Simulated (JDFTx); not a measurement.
Rh:

```
Rh
1.0
     0.00000    1.89785    1.89785
     1.89785    0.00000    1.89785
     1.89785    1.89785    0.00000
Rh
1
Direct
  0.00000 0.00000 0.00000
```

```yaml
Program: JDFTx 1.7.0 (patched build)
Task: relaxation of cell and atoms
Functional: AM05
Potentials_or_basis: SG15-PBE-1.2 with smoothed tails
Cutoff: 1088 eV
Density_cutoff: 4354 eV
k_mesh: 6 × 6 × 6
Occupations: fermi-dirac, width 0.05 eV
Spin: no spin polarisation
```

At the start: pressure -3.8 GPa; volume 13.67 Å³/atom.

Problem. Where does the relaxation end?

Solution. Over 5 steps the energy falls by 2.2 meV/atom and the volume is 13.49 Å³/atom (-1.3 %); space group Fm-3m (No. 225, to 0.05 Å).

The path:
```
step  energy change (eV)  largest force (eV/Å)  pressure (GPa)  volume (Å³)
   1              0.0000                0.0000           -3.76        13.67
   2             -0.0005                0.0000           -3.31        13.65
   3             -0.0022                0.0000            0.19        13.48
   4             -0.0022                0.0000            0.00        13.49
   5             -0.0022                0.0000            0.00        13.49
```

Final structure:
```yaml
crystal:
  lattice:
    - [0.00000, 1.88949, 1.88949]
    - [1.88949, 0.00000, 1.88949]
    - [1.88949, 1.88949, 0.00000]
  atoms:
    - { symbol: Rh, position: [0.00000, 0.00000, 0.00000] }
```

Caveat: the k mesh is coarse (spacing up to 0.48 Å⁻¹), so the values aren't converged; the potentials were made for another functional, which shifts forces and pressure.
